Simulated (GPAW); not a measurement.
Crystal: AlN.

```
Al N
1.0
     0.00000    2.18399    2.18399
     2.18399    0.00000    2.18399
     2.18399    2.18399    0.00000
Al N
1 1
Direct
  0.00000 0.00000 0.00000
  0.75000 0.75000 0.75000
```

Measurements of this composition are mostly on another form, of space group No. 186.

Base run:

* Program: GPAW 26.7.0
* Functional: vdW-DF
* Potentials or basis: GPAW PAW data sets (gpaw-data 1.2.1)
* Cutoff: 800 eV
* Basis: pw
* k mesh: 10 × 10 × 10
* Occupations: fermi-dirac, width 0.05 eV
* Spin: no spin polarisation

Its results: band gap on the k mesh 3.65 eV, indirect (least direct gap 4.51 eV).

**Question.** The run is repeated on the same cell with these changes: functional from vdW-DF to SCAN. What comes out?

**Answer.** Band gap on the k mesh 3.94 eV, indirect (least direct gap 4.90 eV).

Not every run made on this cell is shown here.
